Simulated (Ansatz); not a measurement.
Molecular dynamics on a 2×2×2 supercell (16 atoms) of KCl (Pm-3m), relaxed with r2SCAN. Forces come from PBE in Ansatz 0.2.0: a Nosé-Hoover thermostat at fixed volume, 300 K, steps of 2 fs. Classical nuclei, no spin polarisation; a few dozen steps show the first response, not equilibrium.

```yaml
crystal:
  lattice:
    - [7.5416171863, 0.0, 0.0]
    - [0.0, 7.5416171863, 0.0]
    - [0.0, 0.0, 7.5416171863]
  atoms:
    - { symbol: K, position: [0.0, 0.0, 0.0] }
    - { symbol: Cl, position: [0.25, 0.25, 0.25] }
    - { symbol: K, position: [0.0, 0.0, 0.5] }
    - { symbol: Cl, position: [0.25, 0.25, 0.75] }
    - { symbol: K, position: [0.0, 0.5, 0.0] }
    - { symbol: Cl, position: [0.25, 0.75, 0.25] }
    - { symbol: K, position: [0.0, 0.5, 0.5] }
    - { symbol: Cl, position: [0.25, 0.75, 0.75] }
    - { symbol: K, position: [0.5, 0.0, 0.0] }
    - { symbol: Cl, position: [0.75, 0.25, 0.25] }
    - { symbol: K, position: [0.5, 0.0, 0.5] }
    - { symbol: Cl, position: [0.75, 0.25, 0.75] }
    - { symbol: K, position: [0.5, 0.5, 0.0] }
    - { symbol: Cl, position: [0.75, 0.75, 0.25] }
    - { symbol: K, position: [0.5, 0.5, 0.5] }
    - { symbol: Cl, position: [0.75, 0.75, 0.75] }
kpoints:
  mp_grid: { grid: [2, 2, 2] }
hamiltonian:
  xc: pbe
scf:
  occupations: { method: fermi_dirac, width: 0.026 }
md:
  ensemble: nvt_nose_hoover
  temperature: 300
  timestep: 2.0
  n_steps: 20
  initial_velocities: maxwell_boltzmann
  seed: 1168
```

Command: `ansatz run input.yaml --threads 4 --pin off --max-ram 3686MiB --backend cpu --events-out ev --progress --plain --runs-dir out`. It took 58 s on 4 threads of Arm Neoverse V1, on a shared host, load about 0.9 per core; peak host memory 1.2 GiB.

```tsv
step	t (fs)	T (K)	free energy F from step 0 (meV/atom)	kinetic energy (meV/atom)	largest force (eV/Å)
0	0	300	0.0	36.4	0.00
1	2	300	0.1	36.3	0.03
2	4	298	0.2	36.1	0.05
3	6	296	0.5	35.9	0.08
4	8	293	0.9	35.5	0.11
5	10	289	1.4	35.0	0.13
6	12	284	2.0	34.4	0.16
7	14	278	2.6	33.7	0.18
8	16	272	3.4	32.9	0.21
9	18	265	4.3	32.1	0.23
10	20	257	5.3	31.1	0.26
11	22	249	6.3	30.1	0.28
12	24	240	7.4	29.0	0.30
13	26	230	8.5	27.9	0.33
14	28	221	9.7	26.7	0.35
15	30	211	11.0	25.5	0.37
16	32	200	12.3	24.3	0.39
17	34	190	13.6	23.0	0.42
18	36	180	14.9	21.8	0.44
19	38	169	16.2	20.5	0.45
20	40	159	17.5	19.3	0.47
```

The temperature goes from 300 K to 159 K in 40 fs. The thermostat hasn't had time to restore it. The atoms start on their lattice sites with kinetic energy alone, so much of it first passes into potential energy. By the last step the atoms have moved 0.16 Å in the root mean square, the drift of the whole cell taken out, 0.27 Å at most.

Positions (Å) and forces (eV/Å) at step 20:
```
K   -0.107   0.055  -0.050     0.162   0.086   0.170
Cl   1.753   1.947   2.038     0.279  -0.114  -0.363
K   -0.034   0.168   3.789     0.011  -0.289  -0.074
Cl   1.809   1.900   5.654     0.225  -0.047   0.218
K    0.048   3.929  -0.019     0.058  -0.202   0.111
Cl   1.967   5.666   1.868    -0.022   0.010   0.064
K    0.079   3.694   3.796    -0.164   0.315  -0.007
Cl   1.796   5.671   5.737     0.191  -0.008  -0.218
K    3.755  -0.206  -0.057    -0.075   0.222   0.150
Cl   5.612   1.832   1.859    -0.104  -0.112   0.014
K    3.749  -0.127   3.753    -0.062   0.233  -0.074
Cl   5.649   1.982   5.646     0.006  -0.036  -0.092
K    3.963   3.606  -0.074    -0.334   0.165   0.204
Cl   5.754   5.510   1.956    -0.091   0.166  -0.149
K    3.770   3.780   3.773    -0.006  -0.073  -0.061
Cl   5.672   5.864   5.599    -0.077  -0.318   0.106
```
